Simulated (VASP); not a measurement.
# ZnS (F-43m) in VASP: further runs

One crystal, ZnS, is run at these levels: PBE; tasks: single point.

Program: VASP 6.6.1. These are calculated values, not measurements. Logs are shortened: lines on timing, memory, paths and dates and some standing lists are left out, and cuts for length are marked.

### 1 The undisturbed crystal

Symmetry: F-43m, No. 216, cubic system. The conventional cell has a = 5.404 Å, b = 5.404 Å, c = 5.404 Å, α = 90.00°, β = 90.00°, γ = 90.00°. Around Zn (site symmetry -43m) lie 4 S at 2.34 Å. S (site symmetry -43m) is surrounded by 4 Zn at 2.34 Å.

### 2 Single point, PBE (grid = ENCUT=350 dk=0.6 cell=2x2x2 ISMEAR=0 SIGMA=0.05 LREAL=Auto EDIFF=1e-06)

Contents of INCAR:

```
PREC = Accurate
ENCUT = 350
EDIFF = 1E-6
ISMEAR = 0
SIGMA = 0.05
LREAL = Auto
LASPH = True
NELM = 120
ALGO = Fast
ISIF = 2
LWAVE = False
LCHARG = False
GGA = PE
NBANDS = 80
```

Contents of KPOINTS:

```
Automatic mesh
0
Gamma
  2 2 2
```

Contents of POSCAR:

```
ZnS
1.0
    0.0000000000      5.4040000000      5.4040000000
    5.4040000000      0.0000000000      5.4040000000
    5.4040000000      5.4040000000      0.0000000000
Zn S
8 8
Direct
    0.3750000000      0.3750000000      0.3750000000
    0.3750000000      0.3750000000      0.8750000000
    0.3750000000      0.8750000000      0.3750000000
    0.3750000000      0.8750000000      0.8750000000
    0.8750000000      0.3750000000      0.3750000000
    0.8750000000      0.3750000000      0.8750000000
    0.8750000000      0.8750000000      0.3750000000
    0.8750000000      0.8750000000      0.8750000000
    0.0000000000      0.0000000000      0.0000000000
    0.0000000000      0.0000000000      0.5000000000
    0.0000000000      0.5000000000      0.0000000000
    0.0000000000      0.5000000000      0.5000000000
    0.5000000000      0.0000000000      0.0000000000
    0.5000000000      0.0000000000      0.5000000000
    0.5000000000      0.5000000000      0.0000000000
    0.5000000000      0.5000000000      0.5000000000
```

Potentials or basis: VASP PAW PBE potentials, release 64 (Zn, S).

Launch:

```bash
$ cat potpaw_PBE.64/Zn/POTCAR potpaw_PBE.64/S/POTCAR > POTCAR
$ mpirun -np 1 vasp_std > vasp.out
```

OUTCAR:

```text
PREC = Accurate
   ENCUT = 350
   EDIFF = 1E-6
   ISMEAR = 0
   LREAL = Auto
   LASPH = True
   NELM = 120
   ISIF = 2
   GGA = PE

 Found      3 irreducible k-points:

 Following reciprocal coordinates:
            Coordinates               Weight
  0.000000  0.000000  0.000000      1.000000
  0.500000  0.000000  0.000000      4.000000
  0.500000  0.500000  0.000000      3.000000
   k-points           NKPTS =      3   k-points in BZ     NKDIM =      3   number of bands    NBANDS=     80
   number of dos      NEDOS =    301   number of ions     NIONS =     16
   total plane-waves  NPLWV = 110592
   dimension x,y,z NGX =    48 NGY =   48 NGZ =   48
   dimension x,y,z NGXF=    96 NGYF=   96 NGZF=   96
   ions per type =               8   8
   NGX,Y,Z   is equivalent  to a cutoff of  10.44, 10.44, 10.44 a.u.
   NGXF,Y,Z  is equivalent  to a cutoff of  20.88, 20.88, 20.88 a.u.
 SYSTEM =  unknown system
   PREC   = accura    normal or accurate (medium, high low for compatibility)
   ISTART =      0    job   : 0-new  1-cont  2-samecut
   ICHARG =      2    charge: 1-file 2-atom 10-const
   ISPIN  =      1    spin polarized calculation?
   LNONCOLLINEAR =      F non collinear calculations
   LSORBIT =      F    spin-orbit coupling
   LASPH  =      T    aspherical Exc in radial PAW
   ENCUT  =  350.0 eV  25.72 Ry    5.07 a.u.  11.66 11.66 11.66*2*pi/ulx,y,z
   NELM   =    120;   NELMIN=  2; NELMDL= -5     # of ELM steps
   EDIFF  = 0.1E-05   stopping-criterion for ELM
   LREAL  =      T    real-space projection
   EDIFFG = 0.1E-04   stopping-criterion for IOM
   NSW    =      0    number of steps for IOM
   IBRION =     -1    ionic relax: 0-MD 1-quasi-New 2-CG
   NFREE  =      0    steps in history (QN), initial steepest desc. (CG)
   ISIF   =      2    stress and relaxation
   ISYM   =      2    0-nonsym 1-usesym 2-fastsym
   POTIM  = 0.5000    time-step for ionic-motion
   TEBEG  =    0.0;   TEEND  =   0.0 temperature during run
   PSTRESS=    0.0 pullay stress
   NELECT =     144.0000    total number of electrons
   NUPDOWN=      -1.0000    fix difference up-down
   EMIN   =  10.00;   EMAX   =-10.00  energy-range for DOS
   EFERMI =   0.00;   METHOD = LEGACY
   ISMEAR =     0;   SIGMA  =   0.05  broadening in eV -4-tet -1-fermi 0-gaus
   EFERMI_NEDOS =   21; number of points for ismear=-14 and -15
   IALGO  =     68    algorithm
   IMIX   =      4    mixing-type and parameters
     AMIX     =   0.40;   BMIX     =  1.00
     AMIX_MAG =   1.60;   BMIX_MAG =  1.00
  volume/ion in A,a.u.               =      19.73       133.12
  Fermi-wavevector in a.u.,A,eV,Ry     =   1.260290  2.381602 21.610537  1.588330
  Thomas-Fermi vector in A             =   2.393807
   LORBIT       =      0    0 simple, 1 ext, 2 COOP (PROOUT), +10 PAW based schemes
   GGA     = PE    functional components
   LHFCALC =     F    Hartree Fock is set to
   AEXX    =    0.0000 exact exchange contribution
   IVDW    =     0    specifies the selected vdW correction
   LEPSILON=     F    determine dielectric tensor
   LRPA    =     F    only Hartree local field effects (RPA)
 non-spin polarized calculation
 RMM-DIIS sequential band-by-band and
 Gauss-broadening in eV      SIGMA  =   0.05
  energy-cutoff  :      350.00
  volume of cell :      315.63
 maximum number of plane-waves:      4720
 NGX is ok and might be reduce to    48
   NGX = 23   NGY = 23   NGZ = 23

 number of electron     143.9999688 magnetization

 Free energy of the ion-electron system (eV)
  ---------------------------------------------------
  ext. energy  EPLUGINS =         0.00000000
  ---------------------------------------------------
  free energy    TOTEN  =       -54.39431946 eV

  energy without entropy =      -54.39431946  energy(sigma->0) =      -54.39431946

 E-fermi :   2.3946     XC(G=0):  -9.6200

 val. band max:        2.1350318142   @ k =   0.0000   0.0000   0.0000
 cond. band min:       4.2358172625   @ k =   0.0000   0.0000   0.0000
 fundamental gap:      2.1007854484
 Fermi energy:         2.3946092725

 k-point     1 :       0.0000    0.0000    0.0000
  band No.  band energies     occupation
      1     -11.0077      2.00000
      2     -10.0771      2.00000
      3     -10.0771      2.00000
      4     -10.0771      2.00000
      5     -10.0771      2.00000
      6      -9.7637      2.00000
[... 72 lines left out ...]
     79       5.5252      0.00000
     80       5.5252      0.00000

 k-point     2 :       0.5000    0.0000    0.0000
  band No.  band energies     occupation
      1     -10.5847      2.00000
      2     -10.5847      2.00000
      3      -9.9325      2.00000
      4      -9.9325      2.00000
      5      -9.9325      2.00000
      6      -9.9325      2.00000
[... 72 lines left out ...]
     79       6.4503      0.00000
     80       6.4503      0.00000

 k-point     3 :       0.5000    0.5000    0.0000
  band No.  band energies     occupation
      1     -10.4429      2.00000
      2     -10.4429      2.00000
      3     -10.1038      2.00000
      4     -10.1038      2.00000
      5     -10.1038      2.00000
      6     -10.1038      2.00000
[... 72 lines left out ...]
     79       6.9601      0.00000
     80       6.9604      0.00000

------------------------ aborting loop because EDIFF is reached ----------------------------------------

  FORCE on cell =-STRESS in cart. coord.  units (eV):
  Direction    XX          YY          ZZ          XY          YZ          ZX
  --------------------------------------------------------------------------------------
  -------------------------------------------------------------------------------------
  Total        3.6230415      3.6230415      3.6230415     -0.0000000      0.0000000      0.0000000
  in kB       18.3911073     18.3911073     18.3911073     -0.0000000      0.0000000      0.0000000
  external PRESSURE =      18.3911073 kB  Pullay stress =       0.0000000 kB

 VOLUME and BASIS-vectors are now :
 -----------------------------------------------------------------------------
  energy-cutoff  :      350.00
  volume of cell :      315.63
      direct lattice vectors                 reciprocal lattice vectors
     0.000000000  5.404000000  5.404000000    -0.092524056  0.092524056  0.092524056
     5.404000000  0.000000000  5.404000000     0.092524056 -0.092524056  0.092524056
     5.404000000  5.404000000  0.000000000     0.092524056  0.092524056 -0.092524056

 POSITION                                       TOTAL-FORCE (eV/Angst)
 -----------------------------------------------------------------------------------
      4.05300      4.05300      4.05300         0.000000      0.000000      0.000000
      6.75500      6.75500      4.05300        -0.000000     -0.000000      0.000000
      6.75500      4.05300      6.75500        -0.000000      0.000000      0.000000
      9.45700      6.75500      6.75500        -0.000000      0.000000      0.000000
      4.05300      6.75500      6.75500         0.000000      0.000000      0.000000
      6.75500      9.45700      6.75500         0.000000      0.000000      0.000000
[... 8 lines left out ...]
      2.70200      2.70200      5.40400        -0.000000     -0.000000     -0.000000
      5.40400      5.40400      5.40400        -0.000000     -0.000000     -0.000000
 -----------------------------------------------------------------------------------
    total drift:                               -0.000008     -0.000008     -0.000012

  FREE ENERGIE OF THE ION-ELECTRON SYSTEM (eV)
  ---------------------------------------------------
  free  energy   TOTEN  =       -54.3943194562 eV

  energy  without entropy=      -54.3943194562  energy(sigma->0) =      -54.39431946
```

Run time: 68 s. Hardware: 1 thread of Intel Xeon 6975P-C (Granite Rapids), shared host; peak memory 0.32 GiB.

The run converged, but some of its settings lie outside the range that counts as converged, so its numbers aren't taken as properties of the crystal.

Results:

| Item | Value |
| --- | --- |
| Free energy | -54.3943 eV |
| Pressure | 1.8 GPa |
| Band gap on the k mesh | 2.10 eV |

Caveat: the k mesh is coarse (spacing up to 0.50 Å⁻¹), so the values aren't converged.

### 3 Single point, PBE (grid = ENCUT=250 dk=0.45 cell=2x2x2 ISMEAR=0 SIGMA=0.05 LREAL=Auto EDIFF=1e-06)

INCAR, as its differences from that of step 2:

```diff
@@ -1,3 +1,3 @@
 PREC = Accurate
-ENCUT = 350
+ENCUT = 250
 EDIFF = 1E-6
```

Contents of KPOINTS:

```
Automatic mesh
0
Gamma
  3 3 3
```

POSCAR is that of step 2.

Potentials or basis: VASP PAW PBE potentials, release 64 (Zn, S).

Launch:

```bash
$ cat potpaw_PBE.64/Zn/POTCAR potpaw_PBE.64/S/POTCAR > POTCAR
$ mpirun -np 1 vasp_std > vasp.out
```

Wall time 70 s (1 thread of Intel Xeon 6975P-C (Granite Rapids), shared host); peak memory 0.24 GiB.

The run converged, but a check on its numbers failed (symmetry, net force, bounds or a known fault of this set-up), so they aren't taken as properties of the crystal.

Caveat: the cutoff lies under the usual one of these potentials, so the numbers hold a large basis-set error.

### 4 Single point, PBE (grid = ENCUT=300 dk=0.45 cell=2x2x2 ISMEAR=0 SIGMA=0.05 LREAL=Auto EDIFF=1e-06)

INCAR, as its differences from that of step 3:

```diff
@@ -1,3 +1,3 @@
 PREC = Accurate
-ENCUT = 250
+ENCUT = 300
 EDIFF = 1E-6
```

KPOINTS is that of step 3.

POSCAR is that of step 3.

Launch:

```bash
$ cat potpaw_PBE.64/Zn/POTCAR potpaw_PBE.64/S/POTCAR > POTCAR
$ mpirun -np 1 vasp_std > vasp.out
```

Run time: 80 s. Hardware: 1 thread of Intel Xeon 6975P-C (Granite Rapids), shared host; peak memory 0.32 GiB.

These settings aren't checked as converged: the numbers below hold their error.

What came out:

```yaml
Free_energy: -54.7347 eV
Band_gap_on_the_k_mesh: 2.11 eV
```

Caveat: the cutoff is under 1.25 times the usual one of these potentials, so pressure, stress and relaxed cells hold a basis-set (Pulay) error.

### 5 Single point, PBE (grid = ENCUT=350 dk=0.45 cell=2x2x2 ISMEAR=0 SIGMA=0.05 LREAL=Auto EDIFF=1e-06)

INCAR, as its differences from that of step 4:

```diff
@@ -1,3 +1,3 @@
 PREC = Accurate
-ENCUT = 300
+ENCUT = 350
 EDIFF = 1E-6
```

KPOINTS is that of step 4.

POSCAR is that of step 4.

Launch:

```bash
$ cat potpaw_PBE.64/Zn/POTCAR potpaw_PBE.64/S/POTCAR > POTCAR
$ mpirun -np 1 vasp_std > vasp.out
```

Wall time 95 s (1 thread of Intel Xeon 6975P-C (Granite Rapids), shared host); peak memory 0.33 GiB.

These settings aren't checked as converged: the numbers below hold their error.

What came out:

* Free energy: -54.7461 eV
* Pressure: 1.5 GPa
* Band gap on the k mesh: 2.11 eV

### 6 Single point, PBE (grid = ENCUT=400 dk=0.45 cell=2x2x2 ISMEAR=0 SIGMA=0.05 LREAL=Auto EDIFF=1e-06)

INCAR, as its differences from that of step 5:

```diff
@@ -1,3 +1,3 @@
 PREC = Accurate
-ENCUT = 350
+ENCUT = 400
 EDIFF = 1E-6
```

KPOINTS is that of step 5.

POSCAR is that of step 5.

Potentials or basis: VASP PAW PBE potentials, release 64 (Zn, S).

Launch:

```bash
$ cat potpaw_PBE.64/Zn/POTCAR potpaw_PBE.64/S/POTCAR > POTCAR
$ mpirun -np 1 vasp_std > vasp.out
```

It took 2 min on 1 thread of Intel Xeon 6975P-C (Granite Rapids), shared host; peak memory 0.36 GiB.

The run converged, but some of its settings lie outside the range that counts as converged, so its numbers aren't taken as properties of the crystal.

What came out:

| Quantity | Value |
| --- | --- |
| Free energy | -54.7485 eV |
| Pressure | 1.4 GPa |
| Band gap on the k mesh | 2.11 eV |

### 7 The reference run

An earlier run on the cell as given: functional PBEsol; potentials or basis VASP PAW PBE potentials, release 64 (Zn, S); cutoff 520 eV; k mesh 9 × 9 × 9; occupations fermi-dirac, width 0.05 eV; no spin polarisation.

* Pressure: -1.8 GPa
* Band gap on the k mesh: 1.98 eV, direct
